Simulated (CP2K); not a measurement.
Runs of CP2K 2026.2 on Ge. Symmetry: Cmcm, No. 63, orthorhombic system. The conventional cell has a = 2.976 Å, b = 5.189 Å, c = 4.728 Å, α = 90.00°, β = 90.00°, γ = 90.00°. Ge (site symmetry m2m) has 12 Ge at 2.92 to 2.99 Å as nearest neighbours. This isn't the form of Ge at room conditions, which is diamond.

| task | level | potentials or basis | cell | smearing | EPS_DEFAULT | NGRIDS | basis sets | potentials | CUTOFF of the grids | gap on the mesh (eV) | pressure (GPa) | largest force (eV/Å) |
| --- | --- | --- | --- | --- | --- | --- | --- | --- | --- | --- | --- | --- |
| single point | PBEsol | POTENTIAL_UZH Ge GTH-PBE-q4; TZVP-MOLOPT-PBE-GTH basis | atoms moved at random, drawn with an rms of 0.05 Å | fermi-dirac 0.05 eV | 1.0E-10 | 5 | Ge TZVP-MOLOPT-PBE-GTH-q4 | Ge GTH-PBE-q4 of POTENTIAL_UZH | 450 Ry | none | 4.1 | 0.06 |
| band structure | r2SCAN | POTENTIAL_UZH Ge GTH-SCAN-q4; TZVP-MOLOPT-SCAN-GTH basis | as given | fermi-dirac 0.01 eV | 1.0E-9 | 4 | Ge TZVP-MOLOPT-SCAN-GTH-q4 | Ge GTH-SCAN-q4 of POTENTIAL_UZH | 675 Ry | none | -0.9 | 0.02 |
| band structure | SCAN | POTENTIAL_UZH Ge GTH-SCAN-q4; TZVP-MOLOPT-SCAN-GTH basis | as given | fermi-dirac 0.1 eV | 1.0E-9 | 5 | Ge TZVP-MOLOPT-SCAN-GTH-q4 | Ge GTH-SCAN-q4 of POTENTIAL_UZH | 675 Ry | none | (a) | - |
| band structure | TASK | POTENTIAL_UZH Ge GTH-SCAN-q4; TZVP-MOLOPT-SCAN-GTH basis | as given | fermi-dirac 0.1 eV | 1.0E-9 | 4 | Ge TZVP-MOLOPT-SCAN-GTH-q4 | Ge GTH-SCAN-q4 of POTENTIAL_UZH | 675 Ry | none | 1.1 | - |

Alike in all rows: no spin polarisation; k mesh 10 × 10 × 6.

Fill in the values left out.

(a) -1.5.

Caveats: the basis of atomic orbitals isn't converged, which shifts pressures, moduli and gaps; the potentials were made for another functional, which shifts forces and pressure (some runs).

A k mesh can miss the band edges, and the runs leave out spin-orbit coupling on Ge.

A gap of «none» marks a metal or a gap under the smearing width.
